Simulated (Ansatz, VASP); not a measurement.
# InB2: VASP beside Ansatz, part 2 of 2

Aim: how closely do two programs agree when they are given the same cell, functional and k mesh? The cell is generated by rule, not measured, and may not be a known phase. The two relaxations start from unlike cells of this crystal (the structure described is Ansatz's start), so only their ends are compared.

VASP 6.6.1 and Ansatz 0.2.0.

So far: Starting point; Ansatz: relaxation of cell and atoms, PBEsol; VASP: relaxation of cell and atoms, PBEsol.

**3. VASP: relaxation of cell and atoms, PBEsol (continued)**

Level of this step: PBEsol; plane waves and PAW (In_d, B); invented cell (VASP).

Numbers of over 12 decimals in the logs are rounded to 6 here.

From OUTCAR (step 3):

```text
ion  position               nearest neighbor table
   1  0.703  0.703  0.892-   3 2.74   5 2.74   6 2.74   6 2.74   3 2.74   5 2.74   4 3.04   4 3.04
                             4 3.04   2 3.09   2 3.25   2 3.25   2 3.25
   2  0.497  0.497  0.508-   3 2.79   5 2.79   6 2.79   6 2.79   3 2.79   5 2.79   4 3.04   4 3.04
                             4 3.04   1 3.09   1 3.25   1 3.25   1 3.25
   3  0.059  0.691  0.191-   4 1.65   5 1.67   6 1.67   1 2.74   1 2.74   2 2.79   2 2.79
   4  0.266  0.266  0.201-   3 1.65   5 1.65   6 1.65   2 3.04   2 3.04   2 3.04   1 3.04   1 3.04
                             1 3.04
   5  0.691  0.059  0.191-   4 1.65   3 1.67   6 1.67   1 2.74   1 2.74   2 2.79   2 2.79
   6  0.059  0.059  0.191-   4 1.65   3 1.67   5 1.67   1 2.74   1 2.74   2 2.79   2 2.79

  LATTYP: Found a trigonal (rhomboedric) cell.
 ALAT       =     5.6576115747
 COS(alpha) =     0.6794337868

 Subroutine GETGRP returns: Found  6 space group operations
 (whereof  6 operations were pure point group operations)

The static configuration has the point symmetry C_3v.

 Found    189 irreducible k-points:

   k-points           NKPTS =    189   k-points in BZ     NKDIM =    189   number of bands    NBANDS=     25

   dimension x,y,z NGX =    36 NGY =   36 NGZ =   42
   dimension x,y,z NGXF=    72 NGYF=   72 NGZF=   84

   ENCUT  =  500.0 eV  36.75 Ry    6.06 a.u.   8.26  8.26 10.32*2*pi/ulx,y,z

   NELECT =      38.0000    total number of electrons

 k-points in reciprocal lattice and weights: Automatic mesh
   0.00000000  0.00000000  0.00000000       0.001
   0.08333333  0.00000000  0.00000000       0.003
   0.16666667  0.00000000  0.00000000       0.003
   0.25000000  0.00000000 -0.00000000       0.003
   0.33333333  0.00000000  0.00000000       0.003
   0.41666667  0.00000000  0.00000000       0.003
   0.50000000  0.00000000 -0.00000000       0.002
   0.08333333  0.08333333  0.00000000       0.003
   0.16666667  0.08333333  0.00000000       0.007
[...]
-0.08333333 -0.08333333  0.41666667       0.003
   0.00000000  0.00000000  0.50000000       0.001

 average (electrostatic) potential at core
       1 -95.3046       2 -95.3351       3 -26.3110       4 -25.7088       5 -26.3110
       6 -26.3110

 E-fermi :   5.4321

 k-point     1 :       0.0000    0.0000    0.0000
  band No.  band energies     occupation
    ...
     14       0.8809      2.00000
     15       1.4674      2.00000
     16       1.4674      2.00000
     17       2.4414      2.00000
     18       2.4414      2.00000
     19       6.0114     -0.00033
     20       7.5559     -0.00000
     21       8.1341     -0.00000
     22       8.1341     -0.00000
     23       8.6808     -0.00000
    ...

 k-point     2 :       0.0833    0.0000    0.0000
  band No.  band energies     occupation
    ...
     14       0.8961      2.00000
     15       1.2364      2.00000
     16       1.3808      2.00000
     17       2.6328      2.00000
     18       2.7539      2.00000
     19       6.2893     -0.00000
     20       6.6372     -0.00000
     21       7.6600     -0.00000
     22       7.8152     -0.00000
     23       9.0677     -0.00000
    ...

 k-point     3 :       0.1667    0.0000    0.0000
  band No.  band energies     occupation
    ...
     15       0.8645      2.00000
     16       1.6301      2.00000
     17       3.0315      2.00000
     18       3.3632      2.00000
     19       5.4621      0.74888
     20       6.8139     -0.00000
     21       7.0117     -0.00000
     22       7.3433     -0.00000
     23      10.0624      0.00000
     24      10.3993      0.00000
    ...

  Total        0.0061023      0.0061023      0.0061023     -0.0016418      0.0016418      0.0016418
  in kB        0.1085902      0.1085902      0.1085902     -0.0292157      0.0292157      0.0292157
  external PRESSURE =       0.1085902 kB  Pullay stress =       0.0000000 kB

  energy-cutoff  :      500.00
  volume of cell :       90.04
      direct lattice vectors                 reciprocal lattice vectors
     0.000000000  3.200400178  3.200400178    -0.142074162  0.170386763  0.142074162
     3.200400178  0.000000000  3.200400178     0.170386763 -0.142074162  0.142074162
     3.996905219  3.996905219 -0.796505041     0.113761560  0.113761560 -0.113761560

 POSITION                                       TOTAL-FORCE (eV/Angst)
 -----------------------------------------------------------------------------------
      5.81875      5.81875      3.78245        -0.002307     -0.002307      0.002307
      3.61581      3.61581      2.78499        -0.000735     -0.000735      0.000735
      2.97507      0.95290      2.24750        -0.002593      0.002513     -0.002513
      1.65424      1.65424      1.54616         0.000610      0.000610     -0.000610
      0.95290      2.97507      2.24750         0.002513     -0.002593     -0.002513
      0.95290      0.95290      0.22533         0.002513      0.002513      0.002593
 -----------------------------------------------------------------------------------
    total drift:                               -0.000049     -0.000049     -0.000315

  FREE ENERGIE OF THE ION-ELECTRON SYSTEM (eV)
  ---------------------------------------------------
  free  energy   TOTEN  =       -30.7683827235 eV

  energy  without entropy=      -30.7660819424  energy(sigma->0) =      -30.76761580

 reached required accuracy - stopping structural energy minimisation

 total charge
# of ion       s       p       d       tot
------------------------------------------
    1        0.954   0.465   9.879  11.298
    2        0.968   0.438   9.875  11.281
    3        0.739   1.219   0.000   1.958
    4        0.730   1.250   0.000   1.979
    5        0.739   1.219   0.000   1.958
    6        0.739   1.219   0.000   1.958
--------------------------------------------------
tot          4.869   5.809  19.754  30.432

[... 3 further parts left out ...]
```

The PAW data sets were made with PBE, which is usual practice but a small mismatch for other functionals. The run keeps the 6 symmetry operations of its start, so it cannot find a distortion of lower symmetry.

**4. Comparison**

Known differences besides the potentials themselves: the cutoff is 1034.03 eV in Ansatz and 500 eV in VASP; Ansatz adds a Pulay correction to the stress that steers its cell, VASP none. Total energies have different zeros and are not compared.

Both answers:

| quantity | Ansatz | VASP | difference |
| --- | --- | --- | --- |
| volume (Å³) | 90.26 | 90.04 | +0.25 % |
| edge a after relaxation, in the typed setting (Å) | 4.529 | 4.526 | +0.07 % |
| edge c after relaxation, in the typed setting (Å) | 5.714 | 5.708 | +0.10 % |

**5. Results**

```yaml
difference_in_volume_relaxation_of_cell_and_atoms_pbesol: 0.25 %
```

In words: The difference in volume is 0.25 % (relaxation of cell and atoms, PBEsol), within the 1.2 % picked in this series as the mark of a large difference, as far as the stopping tolerances let one tell. 1 further run of this series is not shown here. How closely two codes agree says nothing of how well the functional describes the real material.

[Lines on the potential files, build, host, timing and source positions are cut from VASP's logs without a mark.]

[Logs are printed without paths, hosts, clocks, repeated set-up lines and the standing remarks that a program may print on its own settings, such as how far it seeks lower states.]

[Hosts, paths, dates, database ids (printed as entryN), source tags and the programs' standing remarks are cut or masked in the printed files.]
